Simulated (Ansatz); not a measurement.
Crystal structures of gallium under PBEsol

Level of theory: Ansatz 0.2.0, DFT, PBEsol, plane waves (420 eV) with PAW, scalar-relativistic. (PAW data from PBE, frozen cores regenerated.)

Each structure is relaxed within its own symmetry, so a high-lying one may be dynamically unstable.

```tsv
structure	ΔE (meV/atom)	V (Å³/atom)	cell	magnetic state
alpha-Ga (Cmce)	0	19.07	a = 4.492 Å, b = 7.589 Å, c = 4.475 Å	spin not included
fcc	18	17.78	a = 4.143 Å	spin not included
dhcp	21	17.75	a = 2.933 Å, c = 9.531 Å (c/a = 3.250)	spin not included
hcp	31	17.85	a = 2.965 Å, c = 4.689 Å (c/a = 1.582)	spin not included
bcc	38	17.98	a = 3.301 Å	spin not included
omega (AlB2-type)	47	18.06	a = 4.608 Å, c = 2.947 Å (c/a = 0.640)	spin not included
A15	56	18.22	a = 5.263 Å	spin not included
simple cubic	87	18.79	a = 2.658 Å	spin not included
diamond	338	23.86	a = 5.757 Å	spin not included
```

ΔE counts from alpha-Ga (Cmce).

Differences under about 8 meV lie within the error of the k-point mesh.
